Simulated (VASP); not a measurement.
Write the native input for VASP 6.6.1 that does the following.

| Item | Value |
| --- | --- |
| Task | single point |
| Functional | LDA |
| Potentials or basis | VASP PAW LDA potentials, release 64 (Mg) |
| Cutoff | 520 eV |
| k mesh | 6 × 6 × 6 |
| Occupations | gaussian, width 0.1 eV |
| Spin | no spin polarisation |
| Dipole correction | no |
| Further INCAR settings | ALGO = Fast; EDIFF = 1e-06; NBANDS = 7 |

The structure of Mg lies in POSCAR:

```
Mg
1.0
    3.0502998005      0.0000000000      0.0000000000
   -1.5251499003      2.6416371164      0.0000000000
    0.0000000000      0.0000000000      3.0448375700
Mg
1
Direct
    0.0000000000      0.0000000000      0.0000000000
```

This isn't the form of Mg at room conditions, which is hcp.

The input as run:

INCAR

```
SYSTEM = Mg
ALGO = Fast ; EDIFF = 1E-6
ENCUT = 520 ; ISIF = 2
ISMEAR = 0 ; LASPH = .TRUE.
LCHARG = .FALSE. ; LREAL = .FALSE.
LWAVE = .FALSE. ; NBANDS = 7
NELM = 100 ; PREC = Accurate
SIGMA = 0.1
```

KPOINTS

```
k-points
0
G
  6 6 6
  0 0 0
```

Potentials or basis: VASP PAW LDA potentials, release 64 (Mg).

Run with:

```sh
$ cat potpaw_LDA.64/Mg/POTCAR > POTCAR
$ mpirun -np 1 vasp_std > vasp.out
```

Results of the run:

* Pressure: -1.2 GPa
* Band gap on the k mesh: none (metal or under the smearing width)

Caveat: the k mesh is coarse (spacing up to 0.40 Å⁻¹), so the values aren't converged.

Wall time 3 s on 1 thread of Intel(R) Xeon(R) Platinum 8488C (Sapphire Rapids), with other jobs on the host, peak memory 0.12 GiB.
